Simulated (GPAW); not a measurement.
# MgO (Fm-3m) in GPAW: a series of runs, part 2 of 3

GPAW 26.7.0.

**3. G0W0 quasiparticle levels, PBE**

File run.py:

```python
import json
import numpy as np
from ase.dft.bandgap import bandgap
from ase.io import read, write
from gpaw import GPAW, PW
from gpaw.response.g0w0 import G0W0

atoms = read('MgO.xyz')

calc = GPAW(mode=PW(600),
            xc='PBE',
            kpts={'size': (5, 5, 5), 'gamma': True},
            occupations={'name': 'fermi-dirac', 'width': 0.001},
            setups={'Mg': '2'},
            nbands=-8,
            convergence={'density': 1e-06},
            maxiter=150,
            txt='gpaw.txt')
atoms.calc = calc
energy = atoms.get_potential_energy()
calc.write('gs.gpw')
write('result.traj', atoms)
print(f'Energy: {energy:.6f} eV')
print('Fermi level:', round(calc.get_fermi_level(), 4), 'eV')
print(f'Gap: {bandgap(calc)[0]:.4f} eV, direct: {bandgap(calc, direct=True)[0]:.4f} eV')

calc.diagonalize_full_hamiltonian(nbands=80)
calc.write('full.gpw', mode='all')

ibz = calc.get_ibz_k_points()
kpts = list(range(len(ibz)))
gw = G0W0(calc='full.gpw',
          filename='gw',
          ecut=150,
          ecut_extrapolation=False,
          relbands=(-2, 2),
          kpts=kpts,
          integrate_gamma='WS',
          nbands=76,
          mpa={'npoles': 8, 'wrange': [0, 54.4], 'varpi': 27.2, 'eta0': 0.27, 'eta_rest': 2.72, 'alpha': 1})
gw.calculate()
results = {mode: {key: np.asarray(r[key]).tolist() for key in ['f', 'eps', 'vxc', 'exx', 'sigma', 'Z', 'qp', 'sigma_eskn']}
           for mode, r in gw.all_results.items()}
json.dump({'kpts': ibz[kpts].tolist(), 'results': results}, open('gw.json', 'w'))
for mode, r in results.items():
    f, qp = np.array(r['f']), np.array(r['qp'])
    print(mode, 'quasiparticle energies (eV):')
    print(qp.round(3))
    print(mode, 'gap:', round(qp[f < 0.5].min() - qp[f > 0.5].max(), 4), 'eV')
```

File MgO.xyz:

```xyz
2
Lattice="0.0000000000 2.0970013927 2.0970013927 2.0970013927 0.0000000000 2.0970013927 2.0970013927 2.0970013927 0.0000000000" Properties=species:S:1:pos:R:3 pbc="T T T"
Mg     0.0000000000      0.0000000000      0.0000000000
O      2.0970013927      2.0970013927      2.0970013927
```

Potentials or basis: GPAW PAW data sets (gpaw-data 1.2.1), other valence, pw.

On the command line:

```
$ OMP_NUM_THREADS=1 python run.py
```

gpaw.txt:

```text
__  _  _
 | _ |_)|_||  |
 |__||  | ||/\| - 26.7.0

Input parameters:
  mode=PW(ecut=600.0),
  convergence={'density': 1e-06},
  kpts=MonkhorstPack(size=(5, 5, 5), gamma=True),
  maxiter=150,
  nbands=-8,
  occupations=Occupations(name='fermi-dirac', width=0.001),
  setups={'Mg': '2'},
  xc=XC(name='PBE')

Diagonalizing LCAO Hamiltonian
Converting LCAO to pw mode

              O

       Mg

Atoms  # Å, Bohr magnetons
|   | symbol |        x |        y |        z |    initial magnetic moments |
|---|--------|----------|----------|----------|-----------------------------|
| 0 |     Mg | 0.000000 | 0.000000 | 0.000000 | ( 0.0000,  0.0000,  0.0000) |
| 1 |      O | 2.097001 | 2.097001 | 2.097001 | ( 0.0000,  0.0000,  0.0000) |

Unit cell  # Å
| periodic |        x |        y |        z |  lengths |    angles |
|----------|----------|----------|----------|----------|-----------|
|      yes | 0.000000 | 2.097001 | 2.097001 | 2.965608 | 60.000000 |
|      yes | 2.097001 | 0.000000 | 2.097001 | 2.965608 | 60.000000 |
|      yes | 2.097001 | 2.097001 | 0.000000 | 2.965608 | 60.000000 |

Number of symmetries: 48
Symmetry operations  # r_c * U_cc + t_c -> r_c
|    | kind |            matrix            |
|----|------|------------------------------|
|  0 |  σ   |  1, 0, 0,  1, 0,-1,  1,-1, 0 |
|  1 |  C2  |  1, 0, 0,  1,-1, 0,  1, 0,-1 |
|  2 |  E   |  1, 0, 0,  0, 1, 0,  0, 0, 1 |
|  3 |  σ   |  1, 0, 0,  0, 0, 1,  0, 1, 0 |
|  4 |  C4  |  1, 0,-1,  1, 0, 0,  1,-1, 0 |
|  5 |  S6  |  1, 0,-1,  1,-1, 0,  1, 0, 0 |
|  6 |  σ   |  1, 0,-1,  0, 1,-1,  0, 0,-1 |
|  7 |  C3  |  1, 0,-1,  0, 0,-1,  0, 1,-1 |
|  8 |  S6  |  1,-1, 0,  1, 0, 0,  1, 0,-1 |
|  9 |  C4  |  1,-1, 0,  1, 0,-1,  1, 0, 0 |
| 10 |  C3  |  1,-1, 0,  0,-1, 1,  0,-1, 0 |
| 11 |  σ   |  1,-1, 0,  0,-1, 0,  0,-1, 1 |
| 12 |  σ   |  0, 1, 0,  1, 0, 0,  0, 0, 1 |
| 13 |  C4  |  0, 1, 0,  0, 1,-1, -1, 1, 0 |
| 14 |  C3  |  0, 1, 0,  0, 0, 1,  1, 0, 0 |
| 15 |  S6  |  0, 1, 0, -1, 1, 0,  0, 1,-1 |
| 16 |  C2  |  0, 1,-1,  1, 0,-1,  0, 0,-1 |
| 17 |  σ   |  0, 1,-1,  0, 1, 0, -1, 1, 0 |
| 18 |  S4  |  0, 1,-1,  0, 0,-1,  1, 0,-1 |
| 19 |  C4  |  0, 1,-1, -1, 1, 0,  0, 1, 0 |
| 20 |  C3  |  0, 0, 1,  1, 0, 0,  0, 1, 0 |
| 21 |  σ   |  0, 0, 1,  0, 1, 0,  1, 0, 0 |
| 22 |  S6  |  0, 0, 1,  0,-1, 1, -1, 0, 1 |
| 23 |  C4  |  0, 0, 1, -1, 0, 1,  0,-1, 1 |
| 24 |  S4  |  0, 0,-1,  1, 0,-1,  0, 1,-1 |
| 25 |  C3  |  0, 0,-1,  0, 1,-1,  1, 0,-1 |
| 26 |  C2  |  0, 0,-1,  0,-1, 0, -1, 0, 0 |
| 27 |  S6  |  0, 0,-1, -1, 0, 0,  0,-1, 0 |
| 28 |  S4  |  0,-1, 1,  1,-1, 0,  0,-1, 0 |
| 29 |  C4  |  0,-1, 1,  0, 0, 1, -1, 0, 1 |
| 30 |  C2  |  0,-1, 1,  0,-1, 0,  1,-1, 0 |
| 31 |  σ   |  0,-1, 1, -1, 0, 1,  0, 0, 1 |
| 32 |  C3  |  0,-1, 0,  1,-1, 0,  0,-1, 1 |
| 33 |  S6  |  0,-1, 0,  0, 0,-1, -1, 0, 0 |
| 34 |  S4  |  0,-1, 0,  0,-1, 1,  1,-1, 0 |
| 35 |  C2  |  0,-1, 0, -1, 0, 0,  0, 0,-1 |
| 36 |  C2  | -1, 1, 0,  0, 1, 0,  0, 1,-1 |
| 37 |  S6  | -1, 1, 0,  0, 1,-1,  0, 1, 0 |
| 38 |  S4  | -1, 1, 0, -1, 0, 1, -1, 0, 0 |
| 39 |  C3  | -1, 1, 0, -1, 0, 0, -1, 0, 1 |
| 40 |  S6  | -1, 0, 1,  0, 0, 1,  0,-1, 1 |
| 41 |  C2  | -1, 0, 1,  0,-1, 1,  0, 0, 1 |
| 42 |  C3  | -1, 0, 1, -1, 1, 0, -1, 0, 0 |
| 43 |  S4  | -1, 0, 1, -1, 0, 0, -1, 1, 0 |
| 44 |  C2  | -1, 0, 0,  0, 0,-1,  0,-1, 0 |
| 45 |  i   | -1, 0, 0,  0,-1, 0,  0, 0,-1 |
| 46 |  σ   | -1, 0, 0, -1, 1, 0, -1, 0, 1 |
| 47 |  C2  | -1, 0, 0, -1, 0, 1, -1, 1, 0 |

BZ-sampling:
  Number of BZ points: 125
  Number of IBZ points: 10

  Monkhorst-Pack size: [5, 5, 5]
  Monkhorst-Pack shift: [0, 0, 0]

K-points  # in reciprocal-cell coordinates
|   |                                coordinates |     weight |
|---|--------------------------------------------|------------|
| 0 | (  0.00000000,   0.00000000,   0.00000000) | 0.00800000 |
| 1 | (  0.20000000,   0.20000000,   0.00000000) | 0.04800000 |
| 2 | (  0.20000000,   0.20000000,   0.20000000) | 0.06400000 |
| 3 | (  0.40000000,   0.20000000,  -0.20000000) | 0.19200000 |
| 4 | (  0.40000000,   0.20000000,   0.20000000) | 0.09600000 |
| 5 | (  0.40000000,   0.40000000,  -0.40000000) | 0.19200000 |
| 6 | (  0.40000000,   0.40000000,  -0.20000000) | 0.09600000 |
| 7 | (  0.40000000,   0.40000000,   0.00000000) | 0.04800000 |
| 8 | (  0.40000000,   0.40000000,   0.20000000) | 0.19200000 |
| 9 | (  0.40000000,   0.40000000,   0.40000000) | 0.06400000 |

Plane wave coefficients: 628
Cutoff: 600.0 eV

Spin-components: 1 (collinear spins)
Bands:           12
Projectors:      8
Spin-degeneracy: 2
Datatype:        complex128

Parallelization:
  kpt:    1
  domain: 1
  band:   1

Density:
  Valence electrons: 8.0
  Components: 1
  Grid points: [18 18 18]
  Charge: 0.0  # |e|

Potential:
  Grid points: [18 18 18]

species:
  Mg:
    name:    Magnesium
    Z:       12.0
    valence: 2
    core:    10
    charge:  0.0  # [|e|]
    compensation charges:
      type: gauss
      rc: 0.32  # [Å]
      lmax: 2
    cutoffs:
      filter: 1.86  # [Å]
      core: 2.86  # [Å]
    projectors
    | kind |    occ | energy [eV] | rcut [Å] |
    |------|--------|-------------|----------|
    |   3s |  2.000 |      -4.705 |    1.005 |
    |   3p |  0.000 |      -1.330 |    1.058 |
    |    s |        |      22.506 |    1.005 |

    Using partial waves for Mg as LCAO basis

  O:
    name:    Oxygen
    Z:       8.0
    valence: 6
    core:    2
    charge:  0.0  # [|e|]
    compensation charges:
      type: gauss
      rc: 0.21  # [Å]
      lmax: 2
    cutoffs:
      filter: 1.17  # [Å]
      core: 0.83  # [Å]
    projectors
    | kind |    occ | energy [eV] | rcut [Å] |
    |------|--------|-------------|----------|
    |   2s |  2.000 |     -23.961 |    0.688 |
    |   2p |  4.000 |      -9.029 |    0.598 |
    |    s |        |       3.251 |    0.688 |
    |    p |        |      18.182 |    0.598 |
    |    d |        |       0.000 |    0.619 |

    Using partial waves for O as LCAO basis

Reference energy: -7490.497179  # eV

eigensolver:
  PPCG
  Converge bands: occupied
  niter=2

density mixing:
  MSR1-Mixer
  Pratt-step length: 0.05
  Maximum mixing coefficient: 0.75
  Old densities: 10
  SVD Regularization: 0.005
  Good broyden scale: 1.0
  Trust region scale: 1.0
  Backstep threshold: 4.0
  History deletion threshold: 6.0
  Fourier metric: weight=20.0, sigma=0.015

occupation numbers:
  Fermi-Dirac:
    width: 0.0010  # eV

poisson solver:
  ecut: 4800.0  # eV

xc functional:
  name: PBE with 2 nearest neighbor stencil

convergence criteria:
- Maximum integral of absolute [dens]ity change: 1e-06 electrons / valence electron
- Maximum [total energy] change in last 3 cyles: 0.0005 eV / valence electron
- Maximum integral of absolute [eigenst]ate change: 4e-08 eV^2 / valence electron
maximum number of iterations: 150

SCF iterations
|iter     | |      energy | eigst |  dens |
|---------|-|-------------|-------|-------|
|iter:   1| |  -13.282845 | -0.18 |       |
|iter:   2| |  -12.919988 | -2.68 | -0.68 |
|iter:   3| |  -11.899984 | -1.52 | -0.73 |
|iter:   4| |  -11.899778 | -3.91 | -1.28 |
|iter:   5| |  -11.902302c| -3.79 | -1.55 |
|iter:   6| |  -11.902362c| -5.89 | -2.75 |
|iter:   7| |  -11.902379c| -6.30 | -3.10 |
|iter:   8| |  -11.902380c| -7.45c| -4.51 |
|iter:   9| |  -11.902380c| -7.88c| -4.90 |
|iter:  10| |  -11.902380c| -9.60c| -6.43c|

Converged in 10 steps
Energy contributions relative to reference atoms: (reference = -7490.497179)

Energy contributions:
  Kinetic:          13.524076
  Coulomb:         -11.206528
  Zero:              0.211981
  External:          0.000000
  Xc:              -14.431909
  Entropy:          -0.000000
  Spinorbit:         0.000000
  ----------------------------
  Free energy:     -11.902380
  Extrapolated:    -11.902380

dipole moment: (-6.045551, -6.045551, -6.045551)  # |e|*Ang

Fermi level: 5.793
Eigenvalues  # (at kpt = [0.000, 0.000, 0.000])
| band index |      eig [eV] | occ [0-2] |
|------------|---------------|-----------|
|          0 |       -12.235 |     2.000 |
|          1 |         5.087 |     2.000 |
|          2 |         5.087 |     2.000 |
|          3 |         5.087 |     2.000 |
|          4 |         9.890 |     0.000 |
|          5 |        21.585 |     0.000 |
|          6 |        21.585 |     0.000 |
|          7 |        21.585 |     0.000 |
|          8 |        24.874 |     0.000 |
|          9 |        27.844 |     0.000 |
|         10 |        28.612 |     0.000 |
|         11 |        28.613 |     0.000 |

Gap: 4.804 eV
Transition (v -> c):
  (s=0, k=0, n=3, [0.00, 0.00, 0.00]) -> (s=0, k=0, n=4, [0.00, 0.00, 0.00])
No difference between direct/indirect transitions
# Writing to gs.gpw (mode='')

Matrix size: 628x628
# Writing to full.gpw (mode='all')
```

It took 5.7 min on 1 thread of Arm Neoverse V1, shared host; peak memory 0.26 GiB.

What came out:

| Quantity | Value |
| --- | --- |
| Free energy | -11.9024 eV |
| Band gap on the k mesh, mean-field level | 4.80 eV, direct |
| Quasiparticle gap | 7.41 eV |
| Least direct quasiparticle gap | 7.41 eV |

Levels at points of the mesh, in eV from the valence-band top:
```csv
k point,band 1,band 2,band 3,band 4,band 5,band 6,band 7,band 8
"(0.00, 0.00, 0.00)",-17.32,0.00,0.00,0.00,4.80,16.50,16.50,16.50
```

Caveat: the k mesh is coarse (spacing up to 0.52 Å⁻¹), so the values aren't converged; the long-wavelength limit can be off by a per cent or two.

**4. G0W0 quasiparticle levels, PBE**

Edit run.py of step 3 so:

```diff
@@ -30,3 +30,6 @@
 ibz = calc.get_ibz_k_points()
-kpts = list(range(len(ibz)))
+gap, vbm, cbm = bandgap(calc, output=None)
+gap, direct, _ = bandgap(calc, direct=True, output=None)
+gamma = int(np.abs(ibz).sum(1).argmin())
+kpts = sorted({gamma, vbm[1], cbm[1], direct[1]})
 gw = G0W0(calc='full.gpw',
@@ -34,8 +37,7 @@
           ecut=150,
-          ecut_extrapolation=False,
-          relbands=(-2, 2),
+          ecut_extrapolation=True,
+          relbands=(-1, 1),
           kpts=kpts,
-          integrate_gamma='WS',
-          nbands=76,
-          mpa={'npoles': 8, 'wrange': [0, 54.4], 'varpi': 27.2, 'eta0': 0.27, 'eta_rest': 2.72, 'alpha': 1})
+          integrate_gamma='1BZ',
+          ppa=True)
 gw.calculate()
```

MgO.xyz is that of step 3.

Potentials or basis: GPAW PAW data sets (gpaw-data 1.2.1), other valence, pw.

On the command line:

```
$ OMP_NUM_THREADS=1 python run.py
```

gpaw.txt:

```text
__  _  _
 | _ |_)|_||  |
 |__||  | ||/\| - 26.7.0

Input parameters:
  mode=PW(ecut=600.0),
  convergence={'density': 1e-06},
  kpts=MonkhorstPack(size=(5, 5, 5), gamma=True),
  maxiter=150,
  nbands=-8,
  occupations=Occupations(name='fermi-dirac', width=0.001),
  setups={'Mg': '2'},
  xc=XC(name='PBE')

Diagonalizing LCAO Hamiltonian
Converting LCAO to pw mode

              O

       Mg

Atoms  # Å, Bohr magnetons
|   | symbol |        x |        y |        z |    initial magnetic moments |
|---|--------|----------|----------|----------|-----------------------------|
| 0 |     Mg | 0.000000 | 0.000000 | 0.000000 | ( 0.0000,  0.0000,  0.0000) |
| 1 |      O | 2.097001 | 2.097001 | 2.097001 | ( 0.0000,  0.0000,  0.0000) |

Unit cell  # Å
| periodic |        x |        y |        z |  lengths |    angles |
|----------|----------|----------|----------|----------|-----------|
|      yes | 0.000000 | 2.097001 | 2.097001 | 2.965608 | 60.000000 |
|      yes | 2.097001 | 0.000000 | 2.097001 | 2.965608 | 60.000000 |
|      yes | 2.097001 | 2.097001 | 0.000000 | 2.965608 | 60.000000 |

Number of symmetries: 48
Symmetry operations  # r_c * U_cc + t_c -> r_c
|    | kind |            matrix            |
|----|------|------------------------------|
|  0 |  σ   |  1, 0, 0,  1, 0,-1,  1,-1, 0 |
|  1 |  C2  |  1, 0, 0,  1,-1, 0,  1, 0,-1 |
|  2 |  E   |  1, 0, 0,  0, 1, 0,  0, 0, 1 |
|  3 |  σ   |  1, 0, 0,  0, 0, 1,  0, 1, 0 |
|  4 |  C4  |  1, 0,-1,  1, 0, 0,  1,-1, 0 |
|  5 |  S6  |  1, 0,-1,  1,-1, 0,  1, 0, 0 |
[... 150 lines left out ...]
  History deletion threshold: 6.0
  Fourier metric: weight=20.0, sigma=0.015

occupation numbers:
  Fermi-Dirac:
    width: 0.0010  # eV

poisson solver:
  ecut: 4800.0  # eV

xc functional:
  name: PBE with 2 nearest neighbor stencil

convergence criteria:
- Maximum integral of absolute [dens]ity change: 1e-06 electrons / valence electron
- Maximum [total energy] change in last 3 cyles: 0.0005 eV / valence electron
- Maximum integral of absolute [eigenst]ate change: 4e-08 eV^2 / valence electron
maximum number of iterations: 150

SCF iterations
|iter     | |      energy | eigst |  dens |
|---------|-|-------------|-------|-------|
|iter:   1| |  -13.282845 | -0.18 |       |
|iter:   2| |  -12.919988 | -2.68 | -0.68 |
|iter:   3| |  -11.899984 | -1.52 | -0.73 |
|iter:   4| |  -11.899778 | -3.91 | -1.28 |
|iter:   5| |  -11.902302c| -3.79 | -1.55 |
|iter:   6| |  -11.902362c| -5.89 | -2.75 |
|iter:   7| |  -11.902379c| -6.30 | -3.10 |
|iter:   8| |  -11.902380c| -7.45c| -4.51 |
|iter:   9| |  -11.902380c| -7.88c| -4.90 |
|iter:  10| |  -11.902380c| -9.60c| -6.43c|

Converged in 10 steps
Energy contributions relative to reference atoms: (reference = -7490.497179)

Energy contributions:
  Kinetic:          13.524076
  Coulomb:         -11.206528
  Zero:              0.211981
  External:          0.000000
  Xc:              -14.431909
  Entropy:          -0.000000
  Spinorbit:         0.000000
  ----------------------------
  Free energy:     -11.902380
  Extrapolated:    -11.902380

dipole moment: (-6.045551, -6.045551, -6.045551)  # |e|*Ang

Fermi level: 5.793
Eigenvalues  # (at kpt = [0.000, 0.000, 0.000])
| band index |      eig [eV] | occ [0-2] |
|------------|---------------|-----------|
|          0 |       -12.235 |     2.000 |
|          1 |         5.087 |     2.000 |
|          2 |         5.087 |     2.000 |
|          3 |         5.087 |     2.000 |
|          4 |         9.890 |     0.000 |
|          5 |        21.585 |     0.000 |
|          6 |        21.585 |     0.000 |
|          7 |        21.585 |     0.000 |
|          8 |        24.874 |     0.000 |
|          9 |        27.844 |     0.000 |
|         10 |        28.612 |     0.000 |
|         11 |        28.613 |     0.000 |

Gap: 4.804 eV
Transition (v -> c):
  (s=0, k=0, n=3, [0.00, 0.00, 0.00]) -> (s=0, k=0, n=4, [0.00, 0.00, 0.00])
No difference between direct/indirect transitions
# Writing to gs.gpw (mode='')

Matrix size: 628x628
# Writing to full.gpw (mode='all')
```

stdout:

```text
Energy: -11.902380 eV
Fermi level: 5.7929 eV
Gap: 4.8036 eV, direct: 4.8036 eV
IBZ(<points: 10, symmetries: 48>)
Occupied bands: 4
Calculating eigenvalues:
  k-points: 1
  Bands: 3-4 (inclusive)
HSE06-eigenvalue shifts:
  min: -5.481 eV
  ave: -0.357 eV
  max: 4.766 eV
GW quasiparticle energies (eV):
[[[ 3.505 11.079]]]
GW gap: 7.5736 eV
```

gw.w.txt:

```text
FrequencyGridDescriptor(from 0.000+0.000j to 0.000+27.211j eV, 2 points)
FrequencyGridDescriptor(from 0.000+0.000j to 0.000+27.211j eV, 2 points)

BZ k-points: Symmetries present (total): 48

125 k-points: 5 x 5 x 5 Monkhorst-Pack grid
10 k-points in the irreducible part of the Brillouin zone
       k-points in crystal coordinates                weights
   0:     0.00000000    0.00000000    0.00000000          1/125
[... 132 lines left out ...]
vxc:     KS vxc [eV]
exx:     Exact exchange [eV]
sigma:   Self-energies [eV]
dsigma:  Self-energy derivatives
Z:       Renormalization factors
qp:      QP-energies [eV]

k-point 0 (0): (0.000, 0.000, 0.000)                GW
band       f     eps     vxc     exx   sigma  dsigma       Z      qp
                                                                   GW
   3   1.000   5.087 -20.958 -26.439   3.490  -0.259   0.794   3.505
   4   0.000   9.890 -14.950 -10.184  -3.363  -0.180   0.848  11.079
```

Wall time 10 min (1 thread of Arm Neoverse V1, shared host); peak memory 0.27 GiB.

What came out:

* Free energy: -11.9024 eV
* Band gap on the k mesh, mean-field level: 4.80 eV, direct
* Quasiparticle gap: 7.57 eV
* Least direct quasiparticle gap: 7.57 eV

Caveat: the k mesh is coarse (spacing up to 0.52 Å⁻¹), so the values aren't converged; the quasiparticle gap is taken among the few k points that were corrected; on this mesh the treatment of q = 0 moves the result by about a tenth of an eV; the long-wavelength limit can be off by a per cent or two.

[end of part 2 of 3]
